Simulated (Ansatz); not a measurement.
CaSe (rocksalt), relaxed with r2SCAN: 8 runs in Ansatz 0.2.0, each a construction of maximally localised Wannier functions. It is cubic, Fm-3m (No. 225); a = 5.935 Å in the conventional setting, 26.13 Å³ an atom. Ca has 6 Se at 2.97 Å; Se has 6 Ca at 2.97 Å. The values are computed, spin-unpolarised, and not measurements.

```xyz
2
Lattice="0.0000 2.9675 2.9675 2.9675 0.0000 2.9675 2.9675 2.9675 0.0000" Properties=species:S:1:pos:R:3 pbc="T T T"
Ca    0.0000    0.0000    0.0000
Se    2.9675    2.9675    2.9675
```

Windows count from the top of the filled bands; a dash means that no such window was set (without an outer window there is no disentanglement). Rows marked drawn have settings drawn at random (some not listed).

```csv
functional,SCF mesh,trial orbitals,functions,mesh,window (eV),frozen (eV),settings,Ω total (Å²),Ω invariant (Å²),largest spread (Å²),least projectability,"interpolation miss of the model's filled bands (eV, to the nearest computed level)"
PBE,6×6×6,"Se s, Se p",4,6×6×6,–,–,chosen,7.47,6.29,1.87,0.92,0.036
PBE,6×6×6,"Se s, Se p",4,4×4×4,–,–,chosen,6.97,5.81,1.74,0.92,0.129
PBE,6×6×6,Se p,3,6×6×6,–,–,chosen,7.36,7.30,2.45,0.91,0.036
r2SCAN,6×6×6,"Se s, Se p",4,6×6×6,–,–,chosen,7.19,6.01,1.80,0.93,0.027
r2SCAN,6×6×6,Se p,3,6×6×6,–,–,chosen,7.08,7.03,2.36,0.92,0.027
HSE06,6×6×6,"Se s, Se p",4,6×6×6,–,–,chosen,7.16,5.97,1.79,0.93,–
HSE06,6×6×6,Se p,3,6×6×6,–,–,chosen,7.05,7.01,2.35,0.92,–
PBE,6×6×6,Se p (loose tolerance),3,6×6×6,–,–,drawn,7.36,7.30,2.45,0.91,0.036
```

A dash in the last column means that the miss wasn't evaluated.

For Se s, Se p with PBE the spread goes 6.97 Å² (4×4×4), 7.47 Å² (6×6×6): finite differences on a coarse mesh understate it.

The runs are scalar-relativistic, without spin-orbit coupling.
